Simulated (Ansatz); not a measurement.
# Tetragonal AgI monolayer in a perpendicular field, part 2 of 2

What dipole does a perpendicular field induce in the tetragonal AgI monolayer, and does the gap follow? A positive field points along +c.

Ansatz 0.2.0; plane-wave DFT, PBE-D3(BJ), Ansatz PAW.

So far, gap on the k-mesh (eV): step 2 (relaxation) 2.06.

## 3. Atoms held, field 0

A sawtooth potential applies the field, turning back in the middle of the vacuum. With the dipole correction the typed value is the field outside the slab. The induced dipole is small, so the SCF threshold is tight.

The cell differs from the one that the last finished run ended in (c 37.555 → 21.863 Å).

Contents of input.yaml:

```yaml
crystal:
  lattice:
    - [4.3246745214, 0.0, 0.0]
    - [0.0, 4.3246745214, 0.0]
    - [0.0, 0.0, 21.8630647183]
  atoms:
    - { symbol: I, position: [0.5, 0.0, 0.4116531747] }
    - { symbol: Ag, position: [0.0, 0.0, 0.5] }
    - { symbol: Ag, position: [0.5, 0.5, 0.5] }
    - { symbol: I, position: [0.0, 0.5, 0.5883468253] }
kpoints:
  mp_grid: { grid: [10, 10, 1] }
  band_path:
    path: [[0, 0, 0], [0.5, 0, 0], [0.5, 0.5, 0], [0, 0, 0]]
    npoints: 16
hamiltonian:
  xc: pbe
  dispersion: d3bj
scf:
  occupations: { method: fermi_dirac, width: 0.02585 }
  convergence: { dr2_threshold: 1.0e-10 }
efield:
  axis: 3
  dipole_correction: true
  ramp_position: 0.97
  ramp_width: 0.06
  amplitude: 0
output:
  dos: { projected: true, e_range: [-6, 5] }
  write_potential: true
  write_density: true
  volumetric_format: npy
  elf: true
```

Run with:

```bash
> ansatz run input.yaml --threads 2 --pin off --max-ram 3072MiB --backend cpu --events-out ev --progress --plain --runs-dir out
```

Numbers of over 12 decimals in the logs are rounded to 6 here.

The log of the run:

```text
[...]
Crystal: 4 atoms, lattice volume = 408.901 Å³
Basis set: ecut = 420 eV, 7961 PW (Γ)
Bands: 44, of which v1, the nominal top of the filled ones, is band 36 counted from 1 (35 counted from 0)
Symmetry: 8 space group operations
k-points: 21 of 100
[...]
SCF iter   1: F=—  HF=-30208.934917 eV  |F-HF|=—  |Δ(HF+E_count)|=         —  Δρ=7.41e-4  dr2=3.71e-3  ethr=1.77e-3  p=0.000 e·Å  D=1.10e-13 V/Å  ΔV_dip=-0.00 eV  dr2_dipole=1.11e-9  V_vac-E_F(+/−)=4.54/4.54 eV  ⟨swp⟩=12.0  Hψ=4782  notcnv=0  defer=7
efield: sawtooth ramp at fractional position 0.9700 (set: `efield.ramp_position`, or a place that a band, a saddle search or an elastic batch's reference lends), width 0.0600; the density the first Hamiltonian is built on has a dipole p = 0.000 e·Å; the dipole correction subtracts the counter field D = 1.10e-13 V/Å, which shifts the + side's vacuum level by -0.00 eV against the − side's; the planar-averaged density in the ramp window peaks in size at 6.7e-6 e/Å³
[...]
SCF iter   2: F=—  HF=-30208.938549 eV  |F-HF|=—  |Δ(HF+E_count)|=   3.63e-3  Δρ=4.63e-4  dr2=2.36e-3  ethr=5.15e-6  p=-0.000 e·Å  D=-6.01e-6 V/Å  ΔV_dip=0.00 eV  dr2_dipole=3.55e-9  V_vac-E_F(+/−)=4.58/4.58 eV  ⟨swp⟩=3.5  Hψ=2200  notcnv=0  defer=70
[...]
SCF iter  10: F=-30208.938397 eV  HF=-30208.938397 eV  |F-HF|=1.24e-10  |Δ(HF+E_count)|=  1.67e-10  Δρ=9.23e-8  dr2=6.50e-11  ethr=1.00e-12  p=0.000 e·Å  D=3.30e-7 V/Å  ΔV_dip=-0.00 eV  dr2_dipole=7.41e-12  V_vac-E_F(+/−)=4.57/4.57 eV  ⟨swp⟩=11.9  Hψ=3811  notcnv=0
SCF 1 converged in 10 iterations: F = -30208.938397 eV  dr2 = 6.50e-11
[...]
NSCF: frozen V_eff on 49 k-points
efield: sawtooth ramp at fractional position 0.9700 (kept from the solve that this one continues, or follows in the run), width 0.0600; the density the first Hamiltonian is built on has a dipole p = 0.000 e·Å; the dipole correction subtracts the counter field D = 3.30e-7 V/Å, which shifts the + side's vacuum level by -0.00 eV against the − side's; the planar-averaged density in the ramp window peaks in size at 6.9e-6 e/Å³
[...]
SCF converged after 10 iterations
Free energy (F): -30208.938397 eV
[...]
Internal energy: -30208.938397 eV  (E = F + TS)
E sigma→0 (E₀):  -30208.938397 eV
Fermi energy:    -0.510626 eV
Dipole field:    D = -0.000002 V/Å  (p = -0.000005 e·Å, saw-weighted, corrected)
Work function:   Φ+ = 4.5654 eV   Φ− = 4.5654 eV
Levels:          The Fermi level and band energies are counted from a zero that moves with the ramp; work functions are not
[...]
--- Band table (eV; the first three rows and the last of 21) ---
  k-point 0: bands = [... 32 lower, -2.7426, -2.6464, -1.5684, -1.5684, 0.4961, 2.6299, 3.2199, 3.7772, ... 4 higher]
  k-point 1: bands = [... 32 lower, -2.6348, -2.5852, -1.7534, -1.5734, 0.6634, 2.7719, 3.1250, 3.8102, ... 4 higher]
  k-point 2: bands = [... 32 lower, -2.5051, -2.4227, -2.1049, -1.5921, 0.9925, 2.3714, 3.4137, 4.0082, ... 4 higher]
  k-point 20: bands = [... 32 lower, -3.2882, -3.2882, -2.9086, -2.9086, 2.3892, 2.3892, 2.4705, 2.4705, ... 4 higher]
```

Run time: 33 s. Hardware: 2 threads of Intel Xeon Platinum 8375C at 2.90GHz (Ice Lake), shared host; peak memory 0.97 GiB.

Reading the cycles: dr2 is the Hartree energy of the density residual (eV), the measure of convergence; HF is the Harris–Foulkes estimate of the energy, which meets the free energy F at convergence.

Numbers from this step:

```yaml
gap_on_the_k_mesh: 2.065 eV
dipole_along_the_normal: -5.04e-6 e·Å
gap_along_the_path: 2.065 eV
smallest_direct_gap_along_the_path: 2.065 eV
ionisation_energy_upper_face: 5.623 eV
electron_affinity_upper_face: 3.559 eV
gap_the_smaller_of_path_and_mesh: 2.065 eV
```

Running mean over a fixed 2.8 Å (it still follows the layers) of the planar mean; the ramp of the sawtooth is left out. The electron's electrostatic potential energy less the Fermi level by z:

| z (Å) | electron's electrostatic potential energy less the Fermi level (eV) |
| --- | --- |
| 3.0 | 4.57 |
| 3.5 | 4.57 |
| 4.0 | 4.57 |
| 4.5 | 4.56 |
| 5.0 | 4.56 |
| 5.5 | 4.56 |
| 6.0 | 4.52 |
| 6.5 | 4.38 |
| 7.0 | 3.81 |
| 7.5 | 2.92 |
| 8.0 | 2.02 |
| 8.5 | 0.999 |
| 9.0 | -0.223 |
| 9.5 | -2.13 |
| 10.0 | -3.65 |
| 10.5 | -4.22 |
| 11.0 | -4.26 |
| 11.5 | -4.15 |
| 12.0 | -3.33 |
| 12.5 | -1.59 |
| 13.0 | 0.190 |
| 13.5 | 1.27 |
| 14.0 | 2.28 |
| 14.5 | 3.16 |
| 15.0 | 4.03 |
| 15.5 | 4.44 |
| 16.0 | 4.54 |
| 16.5 | 4.56 |
| 17.0 | 4.56 |
| 17.5 | 4.57 |
| 18.0 | 4.57 |
| 18.5 | 4.57 |

The density of states has structure finer than the step of the table below, so its rows give means over 0.25 eV, whole bins alone (the curve runs from -6 to 2.99 eV). Peaks (eV: height): -5.390: 13.7, -5.150: 15.4, -4.840: 18.5, -4.480: 29.0, -4.370: 23.4, -3.820: 17.5, -2.000: 16.4.

Density of states against energy, zero at the Fermi level of the run, which the smearing sets inside the gap; means over each step:

energy (eV), density of states (states/eV a cell) and a bar:
```
    -5.75        0.4 #
    -5.50        4.2 ##########
    -5.25       10.6 #########################
    -5.00       13.0 ##############################
    -4.75        8.8 ####################
    -4.50       11.8 ###########################
    -4.25       11.4 ##########################
    -4.00       11.4 ##########################
    -3.75       11.5 ###########################
    -3.50        5.0 ############
    -3.25        4.2 ##########
    -3.00        1.3 ###
    -2.75        2.0 #####
    -2.50        2.7 ######
    -2.25        5.9 ##############
    -2.00       10.3 ########################
    -1.75        4.6 ###########
    -1.50        3.7 #########
    -1.25        3.3 ########
    -1.00        0.5 #
    -0.75        0.0 
    -0.50        0.0 
    -0.25        0.0 
     0.00        0.0 
     0.25        0.0 
     0.50        0.0 
     0.75        0.0 
     1.00        0.1 
     1.25        0.5 #
     1.50        0.6 #
     1.75        1.0 ##
     2.00        2.5 ######
     2.25        2.9 #######
     2.50        2.9 #######
     2.75        3.0 #######
```

Projected DOS per atom over height of the atomic layer and energy from the Fermi level. Layers: I Ag2 I from below.

Values in states/eV, 22 rows by 3 columns, each cell a mean:
```
0.28 0.77 0.28
0.43 0.82 0.43
0.42 0.62 0.42
0.16 0.19 0.16
0.07 0.08 0.07
0.00 0.00 0.00
0.00 0.00 0.00
0.00 0.00 0.00
0.00 0.00 0.00
0.08 0.02 0.08
1.26 0.38 1.26
1.67 0.73 1.67
2.72 1.51 2.72
0.79 0.48 0.79
0.44 0.33 0.44
0.81 1.38 0.81
0.44 4.83 0.44
0.88 5.03 0.88
1.24 3.72 1.24
1.88 4.62 1.88
1.02 2.37 1.02
0.06 0.10 0.06
```
Columns: height of the atomic layer (Å) from 9 to 12.9; rows upwards: energy from the Fermi level (eV) from -5.96 to 2.95.

The electronic bands at the labelled points (eV, zero at the Fermi level of the run, which the smearing sets inside the gap):

| point | band 33 | band 34 | band 35 | band 36 | band 37 | band 38 | band 39 | band 40 |
| --- | --- | --- | --- | --- | --- | --- | --- | --- |
| Γ | -2.23 | -2.14 | -1.06 | -1.06 | 1.01 | 3.14 | 3.73 | 4.29 |
| halfway | -1.96 | -1.80 | -1.75 | -1.10 | 1.66 | 2.61 | 4.09 | 4.62 |
| X | -2.00 | -2.00 | -1.32 | -1.32 | 2.00 | 2.00 | 4.84 | 4.84 |
| halfway | -2.45 | -2.45 | -1.85 | -1.85 | 2.50 | 2.50 | 3.95 | 3.95 |
| M | -2.78 | -2.78 | -2.40 | -2.40 | 2.90 | 2.90 | 2.98 | 2.98 |
| halfway | -2.31 | -2.04 | -1.96 | -1.61 | 2.22 | 3.18 | 3.37 | 4.63 |
| Γ | -2.23 | -2.14 | -1.06 | -1.06 | 1.01 | 3.14 | 3.73 | 4.29 |

Electrostatic potential energy in the ca plane at fractional y = 0.000, with atoms of I and Ag within 0.2 Å of it. With pseudopotentials it is smooth inside the atoms' cores, unlike the true potential.

Ten even steps from '0' (-22 eV) to '9' (4 eV), each cell a mean:
```
99999999999999999999985000027999999999999999
99999999999999999998887300158999999999999999
99999999999999999864467766789999999999999999
99999999999999998511115888999999999999999999
99999999999999997239922789999999999999999999
99999999999999997149941689999999999999999999
99999999999999997315513789999999999999999999
99999999999999998731136888899999999999999999
99999999999999999987777622478999999999999999
99999999999999999999986100038999999999999999
99999999999999999999984000017999999999999999
```
Columns run along c (16.0 Å, from fractional 0.09 to 0.82 of the cell; values clipped at the 3rd and 97th percentile), rows up along a (4.3 Å). Atoms in or near the plane, at fractional coordinates: I at (0.41, 0.50), Ag at (0.50, 0.00).

ELF in the ca plane at fractional y = 0.000, with atoms of I and Ag within 0.2 Å of it. It is the smooth field of the valence electrons, not physical close to the nuclei.

Ten even steps from '0' (0.00) to '9' (0.81), each cell a mean:
```
00000000000000000111112588742100000000000000
00000000000000124677632356531100000000000000
00000000000001358998874222221000000000000000
00000000000002479986677421110000000000000000
00000000000002589863256631000000000000000000
00000000000002589853346631000000000000000000
00000000000002579874467621100000000000000000
00000000000001368987776311111000000000000000
00000000000000246898862234321000000000000000
00000000000000012344322477631100000000000000
00000000000000000000113699742100000000000000
```
Columns run along c (16.0 Å, from fractional 0.09 to 0.82 of the cell), rows up along a (4.3 Å). Atoms in or near the plane, at fractional coordinates: I at (0.41, 0.50), Ag at (0.50, 0.00).

Valence density in the ca plane at fractional y = 0.000, with atoms of I and Ag within 0.2 Å of it. It is the smooth field of the valence electrons, not physical close to the nuclei.

Ten steps, logarithmic in the rise over the least value, from '0' (0 e/Å³) to '9' (19 e/Å³), each cell a mean:
```
00000000000000000000013689841000000000000000
00000000000000000011112466521000000000000000
00000000000000000122222222210000000000000000
00000000000000001245542111000000000000000000
00000000000000001369863210000000000000000000
00000000000000002379973210000000000000000000
00000000000000001357753110000000000000000000
00000000000000001233332111100000000000000000
00000000000000000112222244310000000000000000
00000000000000000000112578631000000000000000
00000000000000000000013799852000000000000000
```
Columns run along c (16.0 Å, from fractional 0.09 to 0.82 of the cell), rows up along a (4.3 Å). Atoms in or near the plane, at fractional coordinates: I at (0.41, 0.50), Ag at (0.50, 0.00).

The gap is 2.06 eV, with the valence edge 5.62 eV and the conduction edge 3.56 eV under the upper vacuum level. Spin-orbit coupling, left out in this run, matters for the bands of elements this heavy.

## 4. Atoms held, field 0.1 V/Å

Changes to input.yaml since step 3:

```diff
@@ -26,5 +26,4 @@
   ramp_width: 0.06
-  amplitude: 0
+  amplitude: 0.1
 output:
-  dos: { projected: true, e_range: [-6, 5] }
   write_potential: true
@@ -32,2 +31 @@
   volumetric_format: npy
-  elf: true
```

The log of the run:

```text
[...]
Crystal: 4 atoms, lattice volume = 408.901 Å³
Basis set: ecut = 420 eV, 7961 PW (Γ)
Bands: 44, of which v1, the nominal top of the filled ones, is band 36 counted from 1 (35 counted from 0)
Symmetry: 8 space group operations
k-points: 21 of 100
[...]
k-point 0: bands = [... 32 lower, -2.7434, -2.6469, -1.5687, -1.5687, 0.4948, 2.6246, 3.2191, 3.5130, ... 4 higher]
  k-point 1: bands = [... 32 lower, -2.6355, -2.5857, -1.7537, -1.5737, 0.6621, 2.7654, 3.1239, 3.5640, ... 4 higher]
  k-point 2: bands = [... 32 lower, -2.5058, -2.4235, -2.1052, -1.5923, 0.9913, 2.3691, 3.4110, 3.7496, ... 4 higher]
  k-point 20: bands = [... 32 lower, -3.3018, -3.2757, -2.9090, -2.9090, 2.3884, 2.3884, 2.4686, 2.4707, ... 4 higher]
[key lines of the parts left out:]
SCF converged after 11 iterations
Free energy (F): -30208.941333 eV
Fermi energy:    -0.511424 eV
Dipole field:    D = 0.025990 V/Å  (p = 0.058730 e·Å, saw-weighted, corrected)
```

The job ended after 34 s (2 threads; peak memory 0.84 GiB; 67 s of CPU time).

The dipole is 0.0587 e·Å, and the gap 2.064 eV.

## 5. Single point, field -0.1 V/Å

Changes to input.yaml since step 4:

```diff
@@ -26,3 +26,3 @@
   ramp_width: 0.06
-  amplitude: 0.1
+  amplitude: -0.1
 output:
```

The log of the run:

```text
[...]
Crystal: 4 atoms, lattice volume = 408.901 Å³
Basis set: ecut = 420 eV, 7961 PW (Γ)
Bands: 44, of which v1, the nominal top of the filled ones, is band 36 counted from 1 (35 counted from 0)
Symmetry: 8 space group operations
k-points: 21 of 100
[...]
k-point 0: bands = [... 32 lower, -2.7434, -2.6469, -1.5687, -1.5687, 0.4948, 2.6246, 3.2191, 3.5130, ... 4 higher]
  k-point 1: bands = [... 32 lower, -2.6355, -2.5857, -1.7537, -1.5737, 0.6621, 2.7654, 3.1239, 3.5640, ... 4 higher]
  k-point 2: bands = [... 32 lower, -2.5058, -2.4235, -2.1052, -1.5923, 0.9913, 2.3691, 3.4110, 3.7496, ... 4 higher]
  k-point 20: bands = [... 32 lower, -3.3018, -3.2757, -2.9090, -2.9090, 2.3884, 2.3884, 2.4686, 2.4707, ... 4 higher]
[key lines of the parts left out:]
SCF converged after 11 iterations
Free energy (F): -30208.941333 eV
Fermi energy:    -0.511423 eV
Dipole field:    D = -0.025990 V/Å  (p = -0.058730 e·Å, saw-weighted, corrected)
```

The job ended after 29 s (2 threads; peak memory 0.83 GiB; 58 s of CPU time).

The dipole is -0.0587 e·Å, and the gap 2.064 eV.

## 6. Response, atoms held

This step: plane-wave DFT, PBE-D3(BJ), Ansatz PAW; response to a field along the normal, atoms held (Ansatz 0.2.0).

The dipoles give the slope, and the difference of two potentials shows where the field is screened.

Numbers from this step:

```
equivalent conductor thickness p/(ε₀AE) : 5.682 Å
distance between the outer atoms        : 3.863 Å
```

The dipole of the cell by applied field:

| applied field (V/Å) | dipole of the cell (e·Å) |
| --- | --- |
| -0.1000 | -0.0587 |
| 0.0000 | -5.0e-6 |
| 0.1000 | 0.0587 |

Local field over the applied field, running mean. From the potentials at -0.1 and 0.1 V/Å; running mean over 2.5 Å. Table of local field over applied field by z:

z (Å), local field over applied field and a bar from the least value:
```
      4.5      0.999 ##############################
      5.0      0.995 ##############################
      5.5      0.987 ##############################
      6.0      0.963 #############################
      6.5      0.906 ###########################
      7.0      0.797 #######################
      7.5      0.644 ##################
      8.0      0.476 ############
      8.5      0.319 #######
      9.0      0.198 ###
      9.5      0.133 #
     10.0      0.112 
     10.5      0.112 
     11.0      0.114 
     11.5      0.111 
     12.0      0.115 
     12.5      0.145 #
     13.0      0.226 ####
     13.5      0.360 ########
     14.0      0.522 ##############
     14.5      0.688 ####################
     15.0      0.832 ########################
     15.5      0.926 ############################
     16.0      0.972 #############################
     16.5      0.990 ##############################
     17.0      0.997 ##############################
     17.5      0.999 ##############################
```

Electrons, planar mean, per unit field. The induced electron density by z:

| z (Å) | induced electron density (e/Å³ per V/Å) |
| --- | --- |
| 4.08 | 2.2e-6 |
| 4.52 | 6.1e-6 |
| 4.81 | 1.2e-5 |
| 5.25 | 3.3e-5 |
| 5.54 | 6.3e-5 |
| 5.98 | 1.6e-4 |
| 6.27 | 3.0e-4 |
| 6.70 | 7.0e-4 |
| 7.00 | 0.00120 |
| 7.43 | 0.00234 |
| 7.72 | 0.00312 |
| 8.16 | 0.00288 |
| 8.45 | 0.00172 |
| 8.89 | 9.9e-4 |
| 9.33 | -4.1e-5 |
| 9.62 | 6.0e-6 |
| 10.06 | -3.4e-4 |
| 10.35 | 6.8e-5 |
| 10.79 | -7.5e-5 |
| 11.08 | 7.5e-5 |
| 11.51 | -6.8e-5 |
| 11.81 | 3.4e-4 |
| 12.24 | -6.0e-6 |
| 12.53 | 4.1e-5 |
| 12.97 | -9.9e-4 |
| 13.41 | -0.00172 |
| 13.70 | -0.00288 |
| 14.14 | -0.00312 |
| 14.43 | -0.00234 |
| 14.87 | -0.00120 |
| 15.16 | -7.0e-4 |
| 15.60 | -3.0e-4 |
| 15.89 | -1.6e-4 |
| 16.32 | -6.3e-5 |
| 16.62 | -3.3e-5 |
| 17.05 | -1.2e-5 |
| 17.34 | -6.1e-6 |
| 17.78 | -2.2e-6 |

The smaller of the gaps on the path and on the k-mesh, counted as 0 under 0.03 eV. The gap stays at 2.06 eV for applied field from -0.1 to 0.1 V/Å.

By hand: between -0.1 and 0.1 V/Å the dipole changes by 0.1175 e·Å, a slope of 0.5873 e·Å²/V. A perfect conductor of thickness t has p = ε₀AEt, so t = 180.95 × 0.5873 / 18.703 = 5.68 Å (e/ε₀ = 180.95 V·Å, A in Å²).

The induced dipole is that of a conductor 5.68 Å thick.

## 7. Results

- gap without field: 2.06 eV
- ionisation energy, upper face: 5.62 eV
- electron affinity, upper face: 3.56 eV
- equivalent conductor thickness, atoms held: 5.68 Å

In words: The induced dipole equals that of a perfect conductor 5.68 Å thick, while the outer atoms lie 3.86 Å apart; an out-of-plane ε follows only once a thickness t is chosen, by 1 − 1/ε = 5.68 Å / t. The gap stays within 0.01 eV of 2.06 eV over the fields run, up to 0.1 V/Å in size. Semilocal functionals give gaps that are too small, and excitons are not included. Spin-orbit coupling is left out, which matters for the bands of elements this heavy.

[Logs are printed without paths, hosts, clocks, repeated set-up lines and the standing remarks that a program may print on its own settings, such as how far it seeks lower states.]

[Hosts, paths, dates, database ids (printed as entryN), source tags and the programs' standing remarks are cut or masked in the printed files.]

[Maps of the electrostatic potential energy from Ansatz leave out the sawtooth potential of an applied field or a dipole correction, so their vacuum need not be flat; planar profiles and work functions include it.]

[The density of states shown here was stored with 400 of the rows of the run's finer table, so its peaks can read low, often by over a quarter, or be missed, and its means over a window can be off by a tenth or more.]
